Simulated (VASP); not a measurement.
Write the native input for VASP 6.6.1 that does the following.

```
Task                   : relaxation of cell and atoms
Functional             : PBE
Potentials or basis    : VASP PAW PBE potentials, release 64 (Ca_sv)
Cutoff                 : 600 eV
k mesh                 : 14 × 14 × 14
Occupations            : methfessel-paxton, width 0.1 eV
Spin                   : no spin polarisation
Further INCAR settings : ALGO = Normal; EDIFF = 1e-06; IBRION = 2; EDIFFG = -0.01; NSW = 90; ISIF = 3
```

The structure of Ca lies in POSCAR:

```
Ca
1.0
    0.0000000000      2.7942000000      2.7942000000
    2.7942000000      0.0000000000      2.7942000000
    2.7942000000      2.7942000000      0.0000000000
Ca
1
Direct
    0.0000000000      0.0000000000      0.0000000000
```

One way to write it, as run:

INCAR

```
SYSTEM = Ca
ALGO     = Normal         ! electronic algorithm
EDIFF    = 1E-6           ! SCF threshold, eV
EDIFFG   = -0.01          ! ionic threshold
ENCUT    = 600            ! plane-wave cutoff, eV
GGA      = PE             ! functional
IBRION   = 2              ! ionic algorithm
ISIF     = 3              ! what is computed and relaxed
ISMEAR   = 1              ! smearing method
LASPH    = .True.         ! aspherical terms in the spheres
LCHARG   = .False.        ! write CHGCAR
LREAL    = .False.        ! projectors in reciprocal space
LWAVE    = .False.        ! write WAVECAR
NELM     = 80             ! most SCF steps
NSW      = 90             ! ionic steps
PREC     = Accurate       ! precision mode
SIGMA    = 0.1            ! smearing width, eV
```

KPOINTS

```
k-points
0
Gamma
  14 14 14
  0 0 0
```

Potentials or basis: VASP PAW PBE potentials, release 64 (Ca_sv).

Run with:

```console
$ cat potpaw_PBE.64/Ca_sv/POTCAR > POTCAR
$ mpirun -np 1 vasp_std > vasp.out
```

Results of the run:

The relaxed volume is 42.20 Å³/atom. The relaxed cell is a = 3.908 Å, b = 3.908 Å, c = 3.908 Å, α = 60.00°, β = 60.00°, γ = 60.00°, the space group after relaxing (to 0.05 Å) is Fm-3m (No. 225) and the energy gained by relaxing is 2.2 meV/atom. The ionic steps are 3. The pressure after relaxing is 0.0 GPa and the band gap on the k mesh is none (metal or under the smearing width).

Wall time 71 s on 1 thread of Intel(R) Xeon(R) Platinum 8259CL CPU @ 2.50GHz (Skylake/Cascade Lake) (shared host), peak memory 0.22 GiB.
